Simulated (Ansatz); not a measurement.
Simulated powder pattern, neutron, λ = 1.5401 Å (kinematic, ideal powder, no thermal factors, coherent scattering alone; the 30 strongest lines at most, above 1 %, up to 2θ = 90°):

```json
[
 {"2θ (°)": "28.48", "d (Å)": "3.131", "I/Imax (%)": "61"},
 {"2θ (°)": "37.16", "d (Å)": "2.417", "I/Imax (%)": "14"},
 {"2θ (°)": "42.57", "d (Å)": "2.121", "I/Imax (%)": "66"},
 {"2θ (°)": "45.77", "d (Å)": "1.980", "I/Imax (%)": "28"},
 {"2θ (°)": "56.29", "d (Å)": "1.633", "I/Imax (%)": "100"},
 {"2θ (°)": "58.93", "d (Å)": "1.566", "I/Imax (%)": "41"},
 {"2θ (°)": "64.55", "d (Å)": "1.442", "I/Imax (%)": "32"},
 {"2θ (°)": "66.73", "d (Å)": "1.400", "I/Imax (%)": "6.7"},
 {"2θ (°)": "68.07", "d (Å)": "1.376", "I/Imax (%)": "7.2"},
 {"2θ (°)": "71.76", "d (Å)": "1.314", "I/Imax (%)": "94"},
 {"2θ (°)": "72.01", "d (Å)": "1.310", "I/Imax (%)": "25"},
 {"2θ (°)": "75.37", "d (Å)": "1.260", "I/Imax (%)": "15"},
 {"2θ (°)": "77.66", "d (Å)": "1.228", "I/Imax (%)": "3.4"},
 {"2θ (°)": "82.69", "d (Å)": "1.166", "I/Imax (%)": "24"},
 {"2θ (°)": "88.15", "d (Å)": "1.107", "I/Imax (%)": "11"}
]
```

The pattern belongs to a structure relaxed with the program Ansatz at the PBEsol level (PAW).

The compound is GeO2.

Q: Give the crystal system and the lattice parameters.

A: tetragonal, P4_2/mnm; a = 4.428 Å, c = 2.884 Å.

Symmetry was held in the PBEsol relaxation; of distortions, only those at the zone centre were tested.

Potentials: the later of the program's two PAW sets.
